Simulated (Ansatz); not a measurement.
# Zr: the crystal squeezed far

The task here is to estimate one member of a computed series from the others.

Computed with Ansatz 0.2.0 (DFT PBE, with the methods named in each step, unless a step's input says otherwise).

1 further run of the same task is left out (it didn't finish).

## The starting structure

Symmetry: P6/mmm, No. 191, hexagonal system. The conventional cell has a = 5.047 Å, b = 5.047 Å, c = 3.145 Å, α = 90.00°, β = 90.00°, γ = 120.00°. Zr (site symmetry 6/mmm) has 14 Zr at 3.14 to 3.31 Å as nearest neighbours. Zr (site symmetry -6m2) has 11 Zr at 2.91 to 3.31 Å as nearest neighbours.

As a file:

```
CELL_PARAMETERS angstrom
5.04747 0.00000 0.00000
-2.52374 4.37124 0.00000
0.00000 0.00000 3.14477
ATOMIC_POSITIONS crystal
Zr 0.00000 0.00000 0.00000
Zr 0.33333 0.66667 0.50000
Zr 0.66667 0.33333 0.50000
```

Whether this phase is the stable one at these pressures isn't tested.

Atoms are numbered in the order of the input: Zr1, Zr2, Zr3.

The first run:

Contents of input.yaml:

```yaml
crystal:
  lattice:
    - [5.0474735472, 0.0, 0.0]
    - [-2.5237367736, 4.3712403168, 0.0]
    - [0.0, 0.0, 3.1447675062]
  atoms:
    - { symbol: Zr, position: [0.0, 0.0, 0.0] }
    - { symbol: Zr, position: [0.3333333333, 0.6666666667, 0.5] }
    - { symbol: Zr, position: [0.6666666667, 0.3333333333, 0.5] }
kpoints:
  mp_grid: { grid: [8, 8, 11] }
  band_path:
    path:
      - [0.0, 0.0, 0.0]
      - [0.5, 0.0, 0.0]
      - [0.3333333333, 0.3333333333, 0.0]
      - [0.0, 0.0, 0.0]
      - [0.0, 0.0, 0.5]
      - [0.5, 0.0, 0.5]
      - [0.3333333333, 0.3333333333, 0.5]
      - [0.0, 0.0, 0.5]
      - [0.5, 0.0, 0.5]
    npoints: 14
scf:
  occupations: { method: fermi_dirac, width: 0.1 }
hamiltonian:
  xc: pbe
  pseudopotentials: { kind: all_electron, lapw: { basis_error: 0.001 } }
output:
  forces: true
  stress: true
  eigenvalues: true
  populations: true
  dos: { projected: true, de: 0.2, e_range: [-14, 8] }
```

On the command line:

```console
ansatz run input.yaml --threads 1 --pin off --max-ram 3072MiB --backend cpu --events-out ev --progress --plain --runs-dir out
```

Among the steps run: The reference volume, LAPW; Volume scaled by 1, crystal datasets; Volume scaled by 1, norm-conserving; Volume scaled by 0.88, LAPW; Volume scaled by 0.58, LAPW; Volume scaled by 0.5, LAPW; Volume scaled by 0.43, LAPW; Volume scaled by 0.43, crystal datasets; Volume scaled by 0.43, norm-conserving.

One table of the session follows, with a row left open; its other results are not shown here.

| method | volume over the first | volume (Å³/atom) | pressure (GPa) |
| --- | --- | --- | --- |
| LAPW | 1 | 23.128 | 0.02 |
| LAPW | 0.88 | 20.353 | 15.19 |
| LAPW | 0.58 | 13.414 | 122.29 |
| LAPW | 0.5 | 11.564 | 197.64 |
| LAPW | 0.43 | 9.945 | 321.74 |
| PAW | 1 | 23.128 | 0.00 |
| PAW | 0.88 | ? | ? |
| PAW | 0.58 | 13.414 | 122.23 |
| PAW | 0.5 | 11.564 | 197.63 |
| PAW | 0.43 | 9.945 | 321.88 |
| PAW (cutoff 1000 eV) | 0.43 | 9.945 | 321.75 |
| crystal datasets | 1 | 23.128 | 0.02 |
| crystal datasets | 0.43 | 9.945 | 321.74 |
| norm-conserving | 1 | 23.128 | 0.05 |
| norm-conserving | 0.43 | 9.945 | 321.63 |

Q: Estimate the row for PAW, 0.88 from the others.

**Answer.** volume (Å³/atom): 20.353; pressure (GPa): 15.16.

To keep in mind: Rows by PAW come from runs of the same series that aren't printed here. A fit over so wide a range leans to the high pressures, so B₀ can be off by several per cent. Warnings in the runs' records: crystal datasets made, bands taken in.
